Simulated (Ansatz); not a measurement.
# HC10N: the cost of one run

Method: DFT PBE+D3(BJ), scalar-relativistic, plane waves, PAW, in Ansatz 0.2.0.

The COD entry's cell or inner coordinates are ideal or old and differ from later refinements, so a difference from it is no clean test against experiment.

3 further runs of the same task are left out: 3 set aside as unsound or not needed.

### 1 The structure to begin with

The structure is hexagonal, space group P-6m2 (No. 187). Conventional cell: a = 2.465 Å, b = 2.465 Å, c = 30.477 Å, α = 90.00°, β = 90.00°, γ = 120.00°. Around C (site symmetry 3m) lie 3 C at 1.42 Å. C (site symmetry -6m2) is surrounded by 3 C at 1.42 Å.

As a file:

```
C
1.0
     2.46498    0.00000    0.00000
    -1.23249    2.13474    0.00000
     0.00000    0.00000   30.47687
C
10
Cartesian
  0.0000 0.0000 8.5000
  1.2325 0.7116 8.5000
  0.0000 0.0000 11.8692
  0.0000 1.4232 11.8692
  0.0000 0.0000 15.2384
  1.2325 0.7116 15.2384
  0.0000 0.0000 18.6076
  0.0000 1.4232 18.6076
  0.0000 0.0000 21.9769
  1.2325 0.7116 21.9769
```

Miller indices refer to the conventional cell of the relaxed bulk, P6_3/mmc (No. 194): a = 2.465 Å, b = 2.465 Å, c = 6.738 Å, α = 90.00°, β = 90.00°, γ = 120.00°.

It is a (001) slab, 13.5 Å thick as cut, with 17 Å of vacuum; its outer planes are C (top) and C (bottom). An earlier relaxation, lower half held, gave -2510.7110 eV, work function 4.28 eV.

### 2 Start: NH, top (C)

input.yaml reads:

```yaml
crystal:
  lattice:
    - [2.4649796647, 0.0, 0.0]
    - [-1.2324898324, 2.1347350095, 0.0]
    - [0.0, 0.0, 33.4768652785]
  atoms:
    - { symbol: C, position: [0.0, 0.0, 0.2539066954] }
    - { symbol: C, position: [0.6666666667, 0.3333333333, 0.2539066884] }
    - { symbol: C, position: [0.0, 0.0, 0.3545498181] }
    - { symbol: C, position: [0.3333333333, 0.6666666667, 0.3545498111] }
    - { symbol: C, position: [0.0, 0.0, 0.4551929409] }
    - { symbol: C, position: [0.6666666667, 0.3333333333, 0.4551929338] }
    - { symbol: C, position: [0.0, 0.0, 0.5558360636] }
    - { symbol: C, position: [0.3333333333, 0.6666666667, 0.5558360566] }
    - { symbol: C, position: [0.0, 0.0, 0.6564791863] }
    - { symbol: C, position: [0.6666666667, 0.3333333333, 0.6564791793] }
    - { symbol: "N", position: [0.0, 0.0, 0.7006888215] }
    - { symbol: H, position: [-0.0253624676, 0.0654257585, 0.7305601966] }
basis:
  ecutwfc: 420
kpoints:
  mp_grid: { grid: [12, 12, 1] }
hamiltonian:
  xc: pbe
  dispersion: d3bj
scf:
  occupations: { method: gaussian, width: 0.1 }
output:
  forces: true
  eigenvalues: true
  write_density: true
  write_potential: true
  elf: true
  volumetric_format: npy
relax:
  adjacent_minimum: "off"
  f_tol: 0.03
  max_steps: 70
  constraints: [{ sites: [0, 1, 2, 3] }]
efield:
  axis: 3
  dipole_correction: true
  ramp_width: 0.04
```

The run is started by

```
> ansatz run input.yaml --threads 4 --pin off --max-ram 10240MiB --backend cpu --events-out ev --progress --plain --runs-dir out
```

What time and memory should one allow on 4 threads of Intel Xeon Platinum 8259CL at 2.50GHz (Skylake/Cascade Lake), shared host?

About 9.7 min, with a peak of 0.8 GiB.
